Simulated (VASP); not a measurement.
# MeOH on the (1 1 1) face of TaN, part 3 of 9

Does MeOH stick to the (1 1 1) face of TaN, and does it stay whole? The molecule starts over a bridge site, inverted. The start is a cell from a database of measured crystal structures.

VASP 6.6.1, plane waves and PAW; the level of theory is named at each step.

So far. Step 2 (Surface relaxation): The run ended after 11 ionic steps, 3.518 eV below its first step, once the forces on the free atoms met EDIFFG = -0.03.

## (3) Potential and states of the slab (continued)

Level of this step: PBE; plane waves and PAW (Ta_pv, N) (VASP).

ELF in the ca plane at fractional y = 0.000, with atoms of Ta and N within 0.2 Å of it. It is the smooth field of the valence electrons, not physical close to the nuclei.

Ten even steps from '0' (0.00) to '9' (0.83), each cell a mean:
```
24688875322341143121378779964000000000000000
23565433223234442331137999741000000000000000
13443333246422224652223465310000000000000000
12332343247642246762342111000000000000000000
12332343246632236752232233100000000000000000
13454332234334433431124788621000000000000000
24677654322343343221258999852000000000000000
25789986422430034111478449966000000000000000
24688875322341143121378779964000000000000000
23565433223234442331137999741000000000000000
13443333246422224652223465310000000000000000
12332343247642246762342111000000000000000000
12332343246632236752232233100000000000000000
13454332234334433431124788621000000000000000
24677654322343343221258999852000000000000000
25789986422430034111478449966000000000000000
```
Columns run along c (16.0 Å, from fractional 0.23 to 0.82 of the cell), rows up along a (6.2 Å). Atoms in or near the plane, at fractional coordinates: Ta at (0.41, 0.50), Ta at (0.41, 0.00), N at (0.54, 0.00), N at (0.54, 0.50).

The map of layer states is cut here 0.5 eV above the Fermi level, so it leaves out the states above that.

The vacuum level lies 5.45 eV above the Fermi level at the upper face; the two faces differ by 0.27 eV, the step that the slab's dipole of 0.048 e·Å makes.

VASP counts the dipole in electrons times Å, so a positive number points the physical dipole along −c.

The program found no field-free point at its default tolerance, but its printed level agrees with the flat part of the planar average.

On this mesh the fine structure of the density of states is sampling noise, and high empty states may be cut by the number of bands.

## (4) The free molecule

This step: PBE; plane waves and PAW (C, O, H) (VASP 6.6.1).

System of this step: H4CO (MeOH). The cell holds 6 atoms: 1 C, 1 O and 4 H. Its edges and angles: a = 13.000 Å, b = 13.500 Å, c = 15.000 Å, α = 90.0°, β = 90.0°, γ = 90.0°. Vacuum lies along a, b and c.

The adsorption energy needs the molecule on its own, relaxed in a large box with the same cutoff and functional.

INCAR

```
SYSTEM = H4CO
PREC = Normal
ENCUT = 400
EDIFF = 1E-05
NELM = 120
ISMEAR = 0
SIGMA = 0.01
LREAL = Auto
ALGO = Fast
GGA = PE
NBANDS = 13
LORBIT = 11
LWAVE = .FALSE.
LCHARG = .FALSE.
IBRION = 2
NSW = 40
ISIF = 2
EDIFFG = -0.03
POTIM = 0.4
MAXMIX = 40
ISYM = 0
```

POSCAR

```
H4CO
1.0
   13.0000000000      0.0000000000      0.0000000000
    0.0000000000     13.5000000000      0.0000000000
    0.0000000000      0.0000000000     15.0000000000
C O H
1 1 4
Direct
    0.4828071200      0.4780647900      0.4617933300
    0.4478232200      0.4502537400      0.5463266700
    0.4754036500      0.5595137400      0.4529933300
    0.4355387600      0.4404862600      0.4103266600
    0.5644612400      0.4556460400      0.4529933300
    0.4923007400      0.4856089800      0.5896733400
```

KPOINTS

```
Automatic mesh
0
Gamma
1 1 1
0 0 0
```

The projector-augmented-wave data sets are C, O and H (PBE family, release 64).

Command:

```bash
$ export OMP_NUM_THREADS=5
$ mpirun -np 1 vasp_gam
```

Output:

```text
[banner, memory and clock lines left out]
running    1 mpi-ranks, on    1 nodes
 distrk:  each k-point on    1 cores,    1 groups
 distr:  one band on    1 cores,    1 groups
 Offloading initialized ...    1 GPUs detected
 POSCAR found type information on POSCAR C O H
 POSCAR found :  3 types and       6 ions
|                                                                             |
|               ----> ADVICE to this user running VASP <----                  |
|                                                                             |
|     You have a (more or less) 'small supercell' and for smaller cells       |
|     it is recommended to use the reciprocal-space projection scheme!        |
|     The real-space optimization is not efficient for small cells and it     |
|     is also less accurate ...                                               |
|     Therefore, set LREAL=.FALSE. in the INCAR file.                         |
|                                                                             |

 LDA part: xc-table for (Slater+PW92), standard interpolation
 POSCAR, INCAR and KPOINTS ok, starting setup
 FFT: planning ... GRIDC
 FFT: planning ... GRID_SOFT
 FFT: planning ... GRID
 WAVECAR not read
 entering main loop
       N       E                     dE             d eps       ncg     rms          rms(c)
DAV:   1     0.769561177943E+02    0.76956E+02   -0.33347E+03    42   0.439E+02
DAV:   2    -0.695351834795E+00   -0.77651E+02   -0.76918E+02    34   0.128E+02
DAV:   3    -0.298558175333E+02   -0.29160E+02   -0.29079E+02    44   0.623E+01
DAV:   4    -0.334061769281E+02   -0.35504E+01   -0.35418E+01    36   0.201E+01
DAV:   5    -0.334775510477E+02   -0.71374E-01   -0.71369E-01    39   0.295E+00    0.977E+00
RMM:   7    -0.302763044848E+02    0.43970E+00   -0.20835E+00    26   0.744E+00    0.250E+00
RMM:   8    -0.301606424583E+02    0.11566E+00   -0.24510E-01    26   0.334E+00    0.452E-01
RMM:   9    -0.301491031919E+02    0.11539E-01   -0.78046E-02    27   0.130E+00    0.217E-01
RMM:  10    -0.301542658581E+02   -0.51627E-02   -0.25484E-02    27   0.787E-01    0.233E-01
RMM:  11    -0.301547475748E+02   -0.48172E-03   -0.10069E-02    26   0.692E-01    0.114E-01
RMM:  12    -0.301582105931E+02   -0.34630E-02   -0.26913E-03    26   0.290E-01    0.543E-02
RMM:  13    -0.301617400019E+02   -0.35294E-02   -0.45655E-03    26   0.329E-01    0.957E-02
RMM:  14    -0.301652551378E+02   -0.35151E-02   -0.27198E-03    26   0.311E-01    0.302E-02
RMM:  15    -0.301666081366E+02   -0.13530E-02   -0.38182E-04    27   0.928E-02    0.107E-02
RMM:  16    -0.301680537925E+02   -0.14457E-02   -0.30419E-04    25   0.713E-02    0.739E-03
RMM:  17    -0.301682405002E+02   -0.18671E-03   -0.86594E-05    24   0.483E-02    0.888E-03
RMM:  18    -0.301684151776E+02   -0.17468E-03   -0.37022E-05    22   0.251E-02    0.197E-03
RMM:  19    -0.301684513706E+02   -0.36193E-04   -0.52265E-06    19   0.104E-02    0.103E-03
RMM:  20    -0.301684909452E+02   -0.39575E-04   -0.27061E-06    18   0.840E-03    0.115E-03
RMM:  21    -0.301684928852E+02   -0.19399E-05   -0.69650E-07    14   0.438E-03
   1 F= -.30168493E+02 E0= -.30168493E+02  d E =-.301685E+02
 curvature:   0.00 expect dE= 0.000E+00 dE for cont linesearch  0.000E+00
 trial: gam= 0.00000 g(F)=  0.180E+00 g(S)=  0.000E+00 ort = 0.000E+00 (trialstep = 0.100E+01)
 search vector abs. value=  0.180E+00
 bond charge predicted
       N       E                     dE             d eps       ncg     rms          rms(c)
DAV:   1    -0.300077667237E+02    0.16072E+00   -0.27746E+01    36   0.439E+01    0.122E+00
RMM:   2    -0.300564203136E+02   -0.48654E-01   -0.67748E-01    26   0.638E+00    0.914E-01
RMM:   3    -0.300497836247E+02    0.66367E-02   -0.81357E-02    26   0.224E+00    0.589E-01
RMM:   4    -0.300542271762E+02   -0.44436E-02   -0.81682E-02    26   0.194E+00    0.236E-01
RMM:   5    -0.300555669228E+02   -0.13397E-02   -0.12926E-02    28   0.714E-01    0.246E-01
RMM:   6    -0.300549700581E+02    0.59686E-03   -0.83850E-03    26   0.519E-01    0.533E-02
RMM:   7    -0.300556245676E+02   -0.65451E-03   -0.34195E-03    28   0.314E-01    0.786E-02
RMM:   8    -0.300558112816E+02   -0.18671E-03   -0.59732E-04    26   0.157E-01    0.307E-02
RMM:   9    -0.300562593996E+02   -0.44812E-03   -0.87340E-04    26   0.166E-01    0.349E-02
RMM:  10    -0.300564129666E+02   -0.15357E-03   -0.10504E-04    26   0.676E-02    0.154E-02
RMM:  11    -0.300565913141E+02   -0.17835E-03   -0.74778E-05    24   0.486E-02    0.655E-03
RMM:  12    -0.300566500093E+02   -0.58695E-04   -0.24956E-05    21   0.235E-02    0.337E-03
RMM:  13    -0.300566888900E+02   -0.38881E-04   -0.14362E-05    20   0.201E-02    0.524E-03
RMM:  14    -0.300567083301E+02   -0.19440E-04   -0.23150E-06    19   0.914E-03    0.356E-03
RMM:  15    -0.300567150440E+02   -0.67140E-05   -0.47981E-06    19   0.127E-02
   2 F= -.30056715E+02 E0= -.30056715E+02  d E =0.111778E+00
[... from here on, the cycles between the ionic steps are left out ...]
   3 F= -.30197035E+02 E0= -.30197035E+02  d E =-.285421E-01
   4 F= -.30203804E+02 E0= -.30203804E+02  d E =-.676906E-02
   5 F= -.30203834E+02 E0= -.30203834E+02  d E =-.679943E-02
   6 F= -.30210055E+02 E0= -.30210055E+02  d E =-.622043E-02
   7 F= -.30213803E+02 E0= -.30213803E+02  d E =-.996843E-02
   8 F= -.30216227E+02 E0= -.30216227E+02  d E =-.242453E-02
   9 F= -.30216232E+02 E0= -.30216232E+02  d E =-.242948E-02
  10 F= -.30218491E+02 E0= -.30218491E+02  d E =-.225879E-02
  11 F= -.30218613E+02 E0= -.30218613E+02  d E =-.238040E-02
  12 F= -.30218907E+02 E0= -.30218907E+02  d E =-.293879E-03
  13 F= -.30218982E+02 E0= -.30218982E+02  d E =-.369600E-03
 curvature:  -0.43 expect dE=-0.170E-03 dE for cont linesearch -0.566E-07
 trial: gam= 0.27796 g(F)=  0.394E-03 g(S)=  0.000E+00 ort =-0.184E-04 (trialstep = 0.668E+00)
 search vector abs. value=  0.584E-03
 bond charge predicted
       N       E                     dE             d eps       ncg     rms          rms(c)
DAV:   1    -0.302191179151E+02   -0.13848E-03   -0.88139E-03    31   0.779E-01    0.335E-02
RMM:   2    -0.302190030420E+02    0.11487E-03   -0.62078E-04    26   0.171E-01    0.490E-02
RMM:   3    -0.302189931668E+02    0.98752E-05   -0.21865E-04    26   0.930E-02    0.132E-02
RMM:   4    -0.302190672240E+02   -0.74057E-04   -0.20172E-04    26   0.805E-02    0.144E-02
RMM:   5    -0.302190846836E+02   -0.17460E-04   -0.61698E-05    24   0.498E-02    0.760E-03
RMM:   6    -0.302190937490E+02   -0.90654E-05   -0.23635E-05    23   0.305E-02
  14 F= -.30219094E+02 E0= -.30219094E+02  d E =-.111422E-03
 trial-energy change:   -0.000111  1 .order   -0.000123   -0.000260    0.000013
 step:   0.6348(harm=  0.6348)  dis= 0.00140  next Energy=   -30.219106 (dE=-0.123E-03)
 reached required accuracy - stopping structural energy minimisation
```

Elapsed: 66 s, on 1 × NVIDIA H100 80GB HBM3, 81559 MiB with 1 MPI rank of AMD EPYC 7R13 (Zen 3), card shared with another run, shared host; peak memory 2.1 GiB.

Parts of OUTCAR (step 4):

```text
 Found      1 irreducible k-points:

   k-points           NKPTS =      1   k-points in BZ     NKDIM =      1   number of bands    NBANDS=     13

   dimension x,y,z NGX =    64 NGY =   70 NGZ =   80
   dimension x,y,z NGXF=   128 NGYF=  140 NGZF=  160

   ENCUT  =  400.0 eV  29.40 Ry    5.42 a.u.  21.20 22.02 24.46*2*pi/ulx,y,z

   NELECT =      14.0000    total number of electrons

 E-fermi :  -6.1211

 k-point     1 :       0.0000    0.0000    0.0000
  band No.  band energies     occupation
    ...
      3     -12.4007      2.00000
      4     -10.5182      2.00000
      5     -10.2506      2.00000
      6      -7.9192      2.00000
      7      -6.2258      2.00000
      8      -0.6654      0.00000
      9      -0.0766      0.00000
     10       0.2793      0.00000
     11       0.5004      0.00000
     12       0.5539      0.00000
    ...

  Total       -1.0059966     -1.0525364     -0.8666356      0.0587313     -0.0180299     -0.0243743
  in kB       -0.6122640     -0.6405888     -0.5274469      0.0357447     -0.0109733     -0.0148346
  external PRESSURE =      -0.5934332 kB  Pullay stress =       0.0000000 kB

  energy-cutoff  :      400.00
  volume of cell :     2632.50
      direct lattice vectors                 reciprocal lattice vectors
    13.000000000  0.000000000  0.000000000     0.076923077  0.000000000  0.000000000
     0.000000000 13.500000000  0.000000000     0.000000000  0.074074074  0.000000000
     0.000000000  0.000000000 15.000000000     0.000000000  0.000000000  0.066666667

 POSITION                                       TOTAL-FORCE (eV/Angst)
 -----------------------------------------------------------------------------------
      6.29188      6.46666      6.92113         0.000794     -0.000173      0.008451
      5.82299      6.07846      8.21524         0.000753     -0.001518     -0.022026
      6.19697      7.55377      6.74995        -0.006257      0.003181      0.005474
      5.66028      5.94540      6.18937        -0.002729     -0.001749      0.008970
      7.34140      6.16801      6.74960         0.001743     -0.005465      0.003306
      6.36483      6.52695      8.88632         0.005696      0.005725     -0.004176
 -----------------------------------------------------------------------------------
    total drift:                                0.015305      0.008627     -0.007630

  FREE ENERGIE OF THE ION-ELECTRON SYSTEM (eV)
  ---------------------------------------------------
  free  energy   TOTEN  =       -30.2190937490 eV

  energy  without entropy=      -30.2190937490  energy(sigma->0) =      -30.21909375

 total charge
# of ion       s       p       d       tot
------------------------------------------
    1        0.831   1.730   0.000   2.561
    2        1.586   3.589   0.000   5.175
    3        0.651   0.040   0.000   0.691
    4        0.652   0.042   0.000   0.694
    5        0.651   0.040   0.000   0.692
    6        0.633   0.114   0.000   0.748
--------------------------------------------------
tot          5.005   5.556   0.000  10.560

[... 1 part as in an earlier step ...]

[... 3 further parts left out ...]
```

CONTCAR:

```
H4CO
    1.000000000000000
    13.0000000000000000    0.0000000000000000    0.0000000000000000
     0.0000000000000000   13.5000000000000000    0.0000000000000000
     0.0000000000000000    0.0000000000000000   15.0000000000000000
  C               O               H
     1     1     4
Direct
     0.4839904469571620    0.4790118381604999    0.4614084438384082
     0.4479226726511524    0.4502560204347456    0.5476824924550032
     0.4766899479741973    0.5595385719067660    0.4499966131184581
     0.4354063314260486    0.4403999835595559    0.4126243901429063
     0.5647233379091944    0.4568895430926557    0.4499731576060348
     0.4896019930822326    0.4834775928457752    0.5924215628391840
```

Relaxation path:

| step | energy less that of the first step (eV) | largest force (eV/Å) |
| --- | --- | --- |
| 1 | 0.0000 | 1.5385 |
| 2 | 0.1118 | 4.2086 |
| 3 | -0.0285 | 0.3461 |
| 4 | -0.0353 | 0.3526 |
| 5 | -0.0353 | 0.3297 |
| 6 | -0.0416 | 0.2302 |
| 7 | -0.0453 | 0.2671 |
| 8 | -0.0477 | 0.2642 |
| 9 | -0.0477 | 0.2649 |
| 10 | -0.0500 | 0.1105 |
| 11 | -0.0501 | 0.0983 |
| 12 | -0.0504 | 0.0988 |
| 13 | -0.0505 | 0.0533 |
| 14 | -0.0506 | 0.0221 |

The atoms that moved most (Å):

| atom | dx | dy | dz | length |
| --- | --- | --- | --- | --- |
| H6 | -0.035 | -0.029 | 0.041 | 0.061 |
| H5 | 0.003 | 0.017 | -0.045 | 0.048 |
| H3 | 0.017 | 0.000 | -0.045 | 0.048 |
| H4 | -0.002 | -0.001 | 0.034 | 0.035 |
| C1 | 0.015 | 0.013 | -0.006 | 0.021 |
| O2 | 0.001 | 0.000 | 0.020 | 0.020 |

The relaxed structure:

```cif
data_structure
_symmetry_space_group_name_H-M 'P 1'
_symmetry_Int_Tables_number 1
_cell_length_a 13.0000
_cell_length_b 13.5000
_cell_length_c 15.0000
_cell_angle_alpha 90.000
_cell_angle_beta 90.000
_cell_angle_gamma 90.000
_cell_volume 2632.50
loop_
_atom_site_label
_atom_site_type_symbol
_atom_site_fract_x
_atom_site_fract_y
_atom_site_fract_z
_atom_site_occupancy
C1 C 0.48399 0.47901 0.46141 1
O2 O 0.44792 0.45026 0.54768 1
H3 H 0.47669 0.55954 0.45000 1
H4 H 0.43541 0.44040 0.41262 1
H5 H 0.56472 0.45689 0.44997 1
H6 H 0.48960 0.48348 0.59242 1
```

Numbers from this step:

```yaml
electronic_cycles: 120
electrons: 14
free_energy_toten: -30.22 eV
gap_between_the_highest_filled_and_lowest_empty_level: 5.560 eV
```

The run ended after 14 ionic steps, 0.051 eV below its first step, once the forces on the free atoms met EDIFFG = -0.03.

Energy at zero smearing: -30.21909 eV.

(Part 3 of 9 ends here.)

[Lines on the potential files, build, host, timing and source positions are cut from VASP's logs without a mark.]

[Logs are printed without paths, hosts, clocks, repeated set-up lines and the standing remarks that a program may print on its own settings, such as how far it seeks lower states.]

[Hosts, paths, dates, database ids (printed as entryN), source tags and the programs' standing remarks are cut or masked in the printed files.]

[Runs that stopped without an error message from VASP are left out.]
